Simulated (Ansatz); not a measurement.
**MgO in Ansatz: the effect of functional**

The system is MgO.

```
Mg O
1.0
     3.35132    0.00000    0.00000
    -1.67566    2.90232    0.00000
     0.00000    0.00000    5.04845
Mg O
2 2
Direct
  0.66667 0.33333 0.50216
  0.33333 0.66667 0.00216
  0.66667 0.33333 0.90244
  0.33333 0.66667 0.40244
```

Measurements of this composition are mostly on another form, of space group No. 225.

The cell isn't the ideal one: volume scaled by 1.04.

Alike in all runs:

* Program: Ansatz 0.2.0
* Task: single point
* Potentials or basis: Ansatz PAW
* k mesh: 9 × 9 × 6
* Occupations: fermi-dirac, width 0.05 eV
* Spin: no spin polarisation

```csv
functional,cutoff,gap on the mesh (eV),pressure (GPa),largest force (eV/Å)
LDA,420 eV (not typed: the program's choice for these potentials),3.15,-8.4,0.07
PBEsol,420 eV (not typed: the program's choice for these potentials),3.14,-4.1,0.04
r2SCAN,500 eV (not typed: the program's choice for these potentials),?,?,?
```

Problem. What does the run with functional r2SCAN give?

Solution. gap on the mesh 3.92 eV; pressure -5.1 GPa; largest force 0.06 eV/Å.

Caveats: odd divisions of the mesh miss points on the zone boundary, where band edges often lie, so the gap on the mesh can be too wide; the PAW data sets come from PBE, with cores solved anew for the run's functional, which leaves a small shift of forces and pressure.

A k mesh can miss the band edges.

Runs at the PBE level aren't shown here.
